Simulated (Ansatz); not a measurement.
**Zr vacancy in ZrN**

Aim: make a Zr vacancy in a supercell of 16 atoms of ZrN, relax it, and find its formation energy, moment and surroundings.

Computed with Ansatz 0.2.0 (DFT PBE, scalar-relativistic, plane waves, PAW, unless a step's input says otherwise).

2 further runs of the same task are left out: 2 set aside as unsound or not needed.

## Step 1: The structure to begin with

The structure is cubic, space group Fm-3m (No. 225). Conventional cell: a = 4.595 Å, b = 4.595 Å, c = 4.595 Å, α = 90.00°, β = 90.00°, γ = 90.00°. Around Zr (site symmetry m-3m) lie 6 N at 2.30 Å. N (site symmetry m-3m) has 6 Zr at 2.30 Å as nearest neighbours.

As a file:

```cif
data_structure
_symmetry_space_group_name_H-M 'Fm-3m'
_symmetry_Int_Tables_number 225
_cell_length_a 4.5946
_cell_length_b 4.5946
_cell_length_c 4.5946
_cell_angle_alpha 90.000
_cell_angle_beta 90.000
_cell_angle_gamma 90.000
_cell_volume 96.99
loop_
_atom_site_label
_atom_site_type_symbol
_atom_site_symmetry_multiplicity
_atom_site_Wyckoff_symbol
_atom_site_fract_x
_atom_site_fract_y
_atom_site_fract_z
_atom_site_occupancy
Zr1 Zr 4 b 0.50000 0.00000 0.00000 1
N1 N 4 a 0.00000 0.00000 0.00000 1
```

It goes back to an entry of the Materials Project, which need not be the stable form.

This cell was relaxed beforehand with the same method: volume 12.12 Å³/atom, gap on the mesh none (metal).

## Step 2: Host supercell without the defect

input.yaml

```yaml
crystal:
  lattice:
    - [0.0, 4.5945978683, -4.5945978683]
    - [4.5945978683, 4.5945978683, 0.0]
    - [4.5945978683, 0.0, -4.5945978683]
  atoms:
    - { symbol: Zr, position: [0.25, 0.75, 0.25] }
    - { symbol: Zr, position: [0.25, 0.25, 0.25] }
    - { symbol: Zr, position: [0.75, 0.75, 0.25] }
    - { symbol: Zr, position: [0.75, 0.25, 0.25] }
    - { symbol: Zr, position: [0.25, 0.75, 0.75] }
    - { symbol: Zr, position: [0.25, 0.25, 0.75] }
    - { symbol: Zr, position: [0.75, 0.75, 0.75] }
    - { symbol: Zr, position: [0.75, 0.25, 0.75] }
    - { symbol: "N", position: [0.5, 0.5, 0.0] }
    - { symbol: "N", position: [0.5, 0.0, 0.0] }
    - { symbol: "N", position: [1.0, 0.5, 0.0] }
    - { symbol: "N", position: [1.0, 0.0, 0.0] }
    - { symbol: "N", position: [0.5, 0.5, 0.5] }
    - { symbol: "N", position: [0.5, 0.0, 0.5] }
    - { symbol: "N", position: [1.0, 0.5, 0.5] }
    - { symbol: "N", position: [1.0, 0.0, 0.5] }
basis:
  ecutwfc: 420
  xc_grid: 2
kpoints:
  mp_grid: { grid: [5, 5, 5], shift: [0.0, 0.0, 0.0] }
hamiltonian:
  xc: pbe
scf:
  occupations: { method: gaussian, width: 0.1 }
output:
  forces: true
  stress: true
  eigenvalues: true
```

Started as:

```
> ansatz run input.yaml --threads 4 --pin off --max-ram 10240MiB --backend cpu --events-out ev --progress --plain --runs-dir out
```

Output (excerpt; [...] marks lines left out):

```text
Warning: RAYON_NUM_THREADS=4 ignored (pool sized by the plan → 4); use --threads N
[...]
Pseudopotentials: kind: paw
Pseudopotential: Zr, paw, valence charge 12, recommended cutoff 420 eV (normal), Zr.paw.azcp
Pseudopotential: N, paw, valence charge 5, recommended cutoff 420 eV (normal), N.paw.azcp
Functional definition: PBE
[...]
Crystal: 16 atoms, lattice volume = 193.987 Å³
Basis set: ecut = 420 eV, 3767 PW (Γ), exchange–correlation on 90×90×90 points (8 copies of the dense FFT grid, shifted against one another)
Bands: 84, of which v1, the nominal top of the filled ones, is band 68 counted from 1 (67 counted from 0)
Symmetry: 384 space group operations
Space group: Fm-3m (ITA 225), of the structure as read, at distance tolerance 5.8e-5 Å
k-points: 10 of 125
[...]
SCF iter   1: F=—  HF=-36570.475416 eV  |F-HF|=—  |Δ(HF+E_count)|=         —  Δρ=7.43e-4  dr2=6.21e-4  ethr=1.77e-3  ⟨swp⟩=4.5  Hψ=3031  notcnv=0
[...]
SCF iter   6: F=-36570.470283 eV  HF=-36570.470283 eV  |F-HF|=9.17e-10  |Δ(HF+E_count)|=   1.72e-8  Δρ=1.49e-6  dr2=2.14e-9  ethr=7.35e-11  ⟨swp⟩=8.6  Hψ=2964  notcnv=0
[...]
SCF converged after 6 iterations
Free energy (F): -36570.470283 eV
[...]
E sigma→0 (E₀):  -36570.453365 eV
Entropy (-TS):   -0.033835 eV (-2.115 meV/atom)
Fermi energy:    17.597498 eV
[...]
--- Forces (eV/Å), atoms counted from 1 ---
  atom   1  Zr     0.00000000     0.00000000    -0.00000000
  atom   2  Zr     0.00000000     0.00000000    -0.00000000
  atom   3  Zr     0.00000000     0.00000000     0.00000000
  atom   4  Zr     0.00000000     0.00000000    -0.00000000
  atom   5  Zr     0.00000000    -0.00000000     0.00000000
  atom   6  Zr     0.00000000    -0.00000000    -0.00000000
  atom   7  Zr    -0.00000000    -0.00000000     0.00000000
  atom   8  Zr     0.00000000     0.00000000     0.00000000
[...]
--- Stress (GPa, compression-positive) ---
        0.025601       0.000000      -0.000000
       -0.000000       0.025601       0.000000
        0.000000      -0.000000       0.025601
  P = ⅓ Tr σ = 0.0256 GPa (0.256 kbar)
--- Band table (eV; the first three rows and the last of 10) ---
[...]
```

Run time: 7 s. Hardware: 4 threads of Intel Xeon at 2.50GHz (Skylake/Cascade Lake), shared host; peak memory 0.79 GiB.

The supercell's rows, in vectors of the relaxed cell: 0 -2 2; 0 0 2; -2 0 2.

## Step 3: The defect cell

The atom at (0.250, 0.750, 0.250) of the supercell is taken out. The other atoms start on their ideal sites. Its neighbours are 6 N at 2.30 Å.

## Step 4: Relaxation at the host's cell

input.yaml: that of step 2 with these lines changed.

```diff
@@ -6,3 +6,2 @@
   atoms:
-    - { symbol: Zr, position: [0.25, 0.75, 0.25] }
     - { symbol: Zr, position: [0.25, 0.25, 0.25] }
@@ -33,3 +32,11 @@
   forces: true
-  stress: true
+  stress: false
   eigenvalues: true
+  write_density: true
+  write_potential: true
+  elf: true
+  volumetric_format: npy
+relax:
+  adjacent_minimum: "off"
+  f_tol: 0.025
+  max_steps: 45
```

Started as:

```
> ansatz run input.yaml --threads 4 --pin off --max-ram 10240MiB --backend cpu --events-out ev --progress --plain --runs-dir out
```

Output (excerpt; [...] marks lines left out):

```text
Warning: RAYON_NUM_THREADS=4 ignored (pool sized by the plan → 4); use --threads N
[...]
Pseudopotentials: kind: paw
Pseudopotential: Zr, paw, valence charge 12, recommended cutoff 420 eV (normal), Zr.paw.azcp
Pseudopotential: N, paw, valence charge 5, recommended cutoff 420 eV (normal), N.paw.azcp
Functional definition: PBE
[...]
Crystal: 15 atoms, lattice volume = 193.987 Å³
Basis set: ecut = 420 eV, 3767 PW (Γ), exchange–correlation on 90×90×90 points (8 copies of the dense FFT grid, shifted against one another)
Bands: 77, of which v1, the nominal top of the filled ones, is band 62 counted from 1 (61 counted from 0)
Symmetry: 48 space group operations
Space group: Fm-3m (ITA 225), of the structure as read, at distance tolerance 5.8e-5 Å
k-points: 10 of 125
[...]
SCF iter   1: F=—  HF=-32383.119570 eV  |F-HF|=—  |Δ(HF+E_count)|=         —  Δρ=4.24e-3  dr2=9.33e-2  ethr=1.77e-3  ⟨swp⟩=4.5  Hψ=2841  notcnv=0  defer=10
[...]
relax step   1: F+E_penalty+E_count = -32383.09477958 eV  Δ(F+E_penalty+E_count) = +0.000e0 eV  max|allowed force component| = 1.272e0 eV/Å  Δτ_max = 0.0000 Å  (6 SCF iters, dr2 threshold 1.56e-5 eV, accepted)
[...]
relax step   3: F+E_penalty+E_count = -32383.45565893 eV  Δ(F+E_penalty+E_count) = -2.417e-1 eV  max|allowed force component| = 9.671e-2 eV/Å  Δτ_max = 0.0613 Å  (4 SCF iters, dr2 threshold 1.00e-4 eV, accepted)
[...]
relax step   4: F+E_penalty+E_count = -32383.45734956 eV  Δ(F+E_penalty+E_count) = -1.691e-3 eV  max|allowed force component| = 1.726e-3 eV/Å  Δτ_max = 0.0057 Å  (5 SCF iters, accepted)
SCF converged after 5 iterations
Free energy (F): -32383.457350 eV
[...]
E sigma→0 (E₀):  -32383.439835 eV
Entropy (-TS):   -0.035030 eV (-2.335 meV/atom)
Fermi energy:    14.968381 eV
[...]
--- Forces (eV/Å), atoms counted from 1 ---
  atom   1  Zr     0.00000000    -0.00000000     0.00000000
  atom   2  Zr     0.00000000     0.00000000    -0.00000000
  atom   3  Zr     0.00000000    -0.00000000     0.00000000
```

## Step 5: More of the same log: Zr vacancy (site b), charge +0, atoms relaxed at the host's cell

Output, continued (excerpt; [...] marks lines left out):

```text
  atom   4  Zr     0.00000000    -0.00000000    -0.00000000
  atom   5  Zr     0.00000000    -0.00000000    -0.00000000
  atom   6  Zr     0.00000000     0.00000000    -0.00000000
  atom   7  Zr     0.00000000    -0.00000000     0.00000000
  atom   8  N      0.00172645     0.00000000     0.00000000
  atom   9  N      0.00000000    -0.00172645    -0.00000000
  atom  10  N      0.00000000    -0.00000000    -0.00000000
  atom  11  N      0.00000000    -0.00000000    -0.00172645
[...]
--- Band table (eV; the first three rows and the last of 10) ---
[...]
--- Relaxed structure (4 steps of the walk, 4 accepted, 0 SCFs on fresh bases) ---
  F+E_penalty+E_count = -32383.45734956 eV   max|allowed force component| = 1.726e-3 eV/Å
  atoms:
    - { symbol: Zr, position: [0.25, 0.25, 0.25] }
    - { symbol: Zr, position: [0.75, 0.75, 0.25] }
    - { symbol: Zr, position: [0.75, 0.25, 0.25] }
    - { symbol: Zr, position: [0.25, 0.75, 0.75] }
    - { symbol: Zr, position: [0.25, 0.25, 0.75] }
    - { symbol: Zr, position: [0.75, 0.75, 0.75] }
    - { symbol: Zr, position: [0.75, 0.25, 0.75] }
    - { symbol: N, position: [0.5097331757787531, 0.4902668242212469, -0.0097331757787531] }
    - { symbol: N, position: [0.5097331757787531, 0.0097331757787531, -0.0097331757787531] }
    - { symbol: N, position: [1.0, 0.5, 0.0] }
    - { symbol: N, position: [0.9902668242212469, 0.0097331757787531, -0.0097331757787531] }
    - { symbol: N, position: [0.5097331757787531, 0.4902668242212469, 0.5097331757787531] }
    - { symbol: N, position: [0.5, 0.0, 0.5] }
    - { symbol: N, position: [0.990266824221247, 0.4902668242212469, 0.509733175778753] }
    - { symbol: N, position: [0.9902668242212469, 0.0097331757787531, 0.5097331757787531] }
```

Wall time 30 s (4 threads of Intel Xeon at 2.50GHz (Skylake/Cascade Lake), shared host); peak memory 0.78 GiB.

The steps of the relaxation:

```tsv
step	energy from step 1 (eV/cell)	largest force component (eV/Å)
1	0.0000	1.2719
2	-0.1192	1.2696
3	-0.3609	0.0967
4	-0.3626	0.0017
```

Step 1 is the start.

The largest move, 0.09 Å, is shared by several atoms, N9 among them.

For the maps the cell is shifted so that the defect's site lies at its middle.

Density in a lattice plane of the grid's cell (edges 6.50 and 6.50 Å, at 0.508 of the third edge), which holds Zr.

Ten even steps from ' ' (0.01 e/Å³) to '@' (4.05 e/Å³):
```
@@@@%%==..        ::**@@@@@@%%==..        ::++@@
##%%##==..          ..==##%%##==..          ::==
::----::..            ..::----::..            ..
                                                
                                                
                                                
..                                      ..::::::
++::                                    ::==****
@@##--                                  ::**@@@@
##@@**::                                ..==@@%%
@@@@%%==..                                ..++@@
##%%##==..                                  ..==
::----::..                                    ..
                                                
                                                
                                                
..              ....::....              ....::..
++::            ::==****==::            ::==****
@@##--          ::**@@@@@@##--..        ::**@@@@
##@@##::        ..==@@%%##@@##::        ..==@@%%
```
Columns run along the first of these edges and rows up along the second, over one cell in 24 and 20 even steps from the bottom left corner. Atoms in the plane (fractional): Zr at (0.99, 0.49), Zr at (0.49, 0.99), Zr at (0.99, 0.99).

ELF in the same plane.

Values, 12 rows by 12 columns:
```
0.72 0.80 0.37 0.17 0.13 0.59 0.72 0.80 0.33 0.17 0.13 0.57
0.35 0.51 0.18 0.13 0.28 0.10 0.32 0.52 0.19 0.18 0.30 0.13
0.15 0.14 0.09 0.07 0.16 0.12 0.06 0.10 0.15 0.16 0.18 0.17
0.14 0.19 0.27 0.11 0.04 0.04 0.04 0.15 0.29 0.15 0.19 0.33
0.79 0.31 0.13 0.12 0.03 0.01 0.01 0.05 0.15 0.10 0.52 0.80
0.12 0.78 0.14 0.06 0.03 0.01 0.00 0.01 0.04 0.06 0.32 0.72
0.73 0.80 0.36 0.10 0.10 0.03 0.01 0.01 0.04 0.12 0.10 0.59
0.31 0.51 0.20 0.17 0.28 0.10 0.03 0.03 0.04 0.16 0.28 0.13
0.15 0.14 0.14 0.17 0.17 0.10 0.06 0.12 0.11 0.07 0.13 0.17
0.17 0.18 0.30 0.14 0.20 0.36 0.14 0.13 0.27 0.09 0.18 0.37
0.79 0.29 0.18 0.14 0.51 0.80 0.78 0.31 0.19 0.14 0.51 0.80
0.07 0.79 0.17 0.15 0.31 0.73 0.12 0.79 0.14 0.15 0.35 0.72
```
Columns run along the first of these edges and rows up along the second, over one cell in 12 and 12 even steps from the bottom left corner. Atoms in the plane (fractional): Zr at (0.99, 0.49), Zr at (0.49, 0.99), Zr at (0.99, 0.99).

Both are smooth fields of the valence electrons: close to the nuclei they are not physical.

The highest ELF values outside the cores: 0.84 in the shell around N, 0.7 Å from N; 0.83 beside N, off the lines to its neighbours, 0.7 Å from N.

## Step 6: Changing settings: preconditioner none

input.yaml

```yaml
crystal:
  lattice:
    - [0.0, 4.5945978683, -4.5945978683]
    - [4.5945978683, 4.5945978683, 0.0]
    - [4.5945978683, 0.0, -4.5945978683]
  atoms:
    - { symbol: Zr, position: [0.25, 0.25, 0.25] }
    - { symbol: Zr, position: [0.75, 0.75, 0.25] }
    - { symbol: Zr, position: [0.75, 0.25, 0.25] }
    - { symbol: Zr, position: [0.25, 0.75, 0.75] }
    - { symbol: Zr, position: [0.25, 0.25, 0.75] }
    - { symbol: Zr, position: [0.75, 0.75, 0.75] }
    - { symbol: Zr, position: [0.75, 0.25, 0.75] }
    - { symbol: "N", position: [0.5097331758, 0.4902668242, -0.0097331758] }
    - { symbol: "N", position: [0.5097331758, 0.0097331758, -0.0097331758] }
    - { symbol: "N", position: [1.0, 0.5, 0.0] }
    - { symbol: "N", position: [0.9902668242, 0.0097331758, -0.0097331758] }
    - { symbol: "N", position: [0.5097331758, 0.4902668242, 0.5097331758] }
    - { symbol: "N", position: [0.5, 0.0, 0.5] }
    - { symbol: "N", position: [0.9902668242, 0.4902668242, 0.5097331758] }
    - { symbol: "N", position: [0.9902668242, 0.0097331758, 0.5097331758] }
basis:
  ecutwfc: 420
  xc_grid: 2
kpoints:
  mp_grid: { grid: [5, 5, 5], shift: [0.0, 0.0, 0.0] }
hamiltonian:
  xc: pbe
scf:
  occupations: { method: gaussian, width: 0.1 }
  mixing: { preconditioner: none }
output:
  forces: true
  eigenvalues: true
```

Started as:

```
> ansatz run input.yaml --threads 4 --pin off --max-ram 10240MiB --backend cpu --events-out ev --progress --plain --runs-dir out
```

Output (excerpt; [...] marks lines left out):

```text
Warning: RAYON_NUM_THREADS=4 ignored (pool sized by the plan → 4); use --threads N
[...]
Pseudopotentials: kind: paw
Pseudopotential: Zr, paw, valence charge 12, recommended cutoff 420 eV (normal), Zr.paw.azcp
Pseudopotential: N, paw, valence charge 5, recommended cutoff 420 eV (normal), N.paw.azcp
Functional definition: PBE
[...]
Crystal: 15 atoms, lattice volume = 193.987 Å³
Basis set: ecut = 420 eV, 3767 PW (Γ), exchange–correlation on 90×90×90 points (8 copies of the dense FFT grid, shifted against one another)
Bands: 77, of which v1, the nominal top of the filled ones, is band 62 counted from 1 (61 counted from 0)
Symmetry: 48 space group operations
Space group: Fm-3m (ITA 225), of the structure as read, at distance tolerance 5.8e-5 Å
k-points: 10 of 125
[...]
SCF iter   1: F=—  HF=-32383.480531 eV  |F-HF|=—  |Δ(HF+E_count)|=         —  Δρ=4.05e-3  dr2=7.85e-2  ethr=1.77e-3  ⟨swp⟩=4.7  Hψ=2872  notcnv=0  defer=3
[...]
SCF iter   8: F=-32383.457350 eV  HF=-32383.457350 eV  |F-HF|=3.36e-8  |Δ(HF+E_count)|=   1.56e-7  Δρ=3.72e-6  dr2=1.07e-8  ethr=8.06e-11  ⟨swp⟩=9.9  Hψ=3883  notcnv=0
[...]
SCF converged after 8 iterations
Free energy (F): -32383.457350 eV
[...]
E sigma→0 (E₀):  -32383.439835 eV
Entropy (-TS):   -0.035030 eV (-2.335 meV/atom)
Fermi energy:    14.968376 eV
[...]
--- Forces (eV/Å), atoms counted from 1 ---
  atom   1  Zr     0.00000000    -0.00000000     0.00000000
  atom   2  Zr     0.00000000    -0.00000000    -0.00000000
  atom   3  Zr     0.00000000     0.00000000    -0.00000000
  atom   4  Zr     0.00000000    -0.00000000    -0.00000000
  atom   5  Zr     0.00000000    -0.00000000     0.00000000
  atom   6  Zr     0.00000000    -0.00000000    -0.00000000
  atom   7  Zr     0.00000000    -0.00000000    -0.00000000
  atom   8  N      0.00174278     0.00000000     0.00000000
[...]
--- Band table (eV; the first three rows and the last of 10) ---
[...]
```

It took 7.5 s on 4 threads of Intel Xeon at 2.50GHz (Skylake/Cascade Lake), shared host; peak memory 0.74 GiB.

```tsv
run	ending	energy change	gap (eV)	force (eV/Å)	cycles	time
step 4	converged	0	0.00	0.00	-	30 s
variant	converged	0.0 meV/atom	0.00	0.00	8	7.5 s
```

Same state: the changed mixing leaves the energy within 0.5 meV/atom.

## Step 7: Formation energy and levels

| charge | E(defect cell) - E(host) (eV) | formation energy (eV) | moment over the host's (μB) | largest move (Å) | neighbours |
| --- | --- | --- | --- | --- | --- |
| 0 | 4187.014 | 3.18 | 0.00 | 0.09 | 6 N at 2.39 Å |

Atoms are taken from and returned to the elements' standard states: Zr -4183.835 eV an atom at this level.

## Step 8: Results

| quantity | value |
| --- | --- |
| formation energy, neutral | 3.18 eV |
| nearest atoms after relaxation, one image of each, neutral | 6 N at 2.39 Å |
| step 6, run with preconditioner none (against step 4) | 0.0 meV/atom |

**Reading.** Forming the neutral defect takes 3.18 eV with the elements as reservoirs. With elemental Zr as the reservoir this is the highest cost; Zr-poor conditions lower it. Spin polarisation was off in the neutral run, so a moment could not show there. A cell of 16 sites leaves finite-size errors of tenths of an eV, or more where the defect fills or empties host bands. A distortion of lower symmetry was not tried.
